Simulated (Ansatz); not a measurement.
Below is a relaxed structure of BeS. The cell was found from a structure generator's guess, not taken from experiment.

The calculation used DFT PBE, scalar-relativistic, plane waves, PAW in Ansatz. Cutoff 420 eV, Γ-centred mesh, Gaussian smearing, no spin polarisation.

```
Be S
1.0
     3.50704    0.00000    0.00000
     0.00000    7.76779    0.00000
     0.00000    0.00000    6.30696
Be S
6 6
Direct
  0.83189 0.83353 0.00000
  0.16811 0.83353 0.50000
  0.16811 0.16647 0.00000
  0.83189 0.16647 0.50000
  0.50000 0.50000 0.75000
  0.50000 0.50000 0.25000
  0.32521 0.67392 0.00000
  0.67479 0.67392 0.50000
  0.00000 0.00000 0.25000
  0.00000 0.00000 0.75000
  0.67479 0.32608 0.00000
  0.32521 0.32608 0.50000
```

Formation energies are uncorrected and refer to the elements' standard structures at the same level.

(1) What space group does it have?

(2) What is its formation energy per atom?

(3) Is it a metal?

Answers

(1) Pccm (No. 49). Conventional cell: a = 3.507 Å, b = 7.768 Å, c = 6.307 Å. Be on a site of symmetry m is surrounded by 4 S at 2.12–2.17 Å; Be on a site of symmetry 222 is surrounded by 4 S at 2.16 Å; around S on a site of symmetry m lie 4 Be at 2.13–2.17 Å; S on a site of symmetry 222 has 4 Be at 2.12 Å.

(2) −0.769 eV/atom. It lies below the elements, which doesn't yet make it stable against other compounds or structures.

(3) No, the gap on the 6×4×4 mesh is 2.53 eV.

The last run used a 6×4×4 mesh (in the run's order of axes) for its 12-atom cell and Gaussian smearing of 0.02 eV. Kohn–Sham gaps at this level usually fall short of measured ones. The reference form of S is held partly by dispersion forces, which this level lacks. This cell was reached by moving the atoms of another relaxed cell at random and relaxing again, last within the group found; it had no such test of its own.
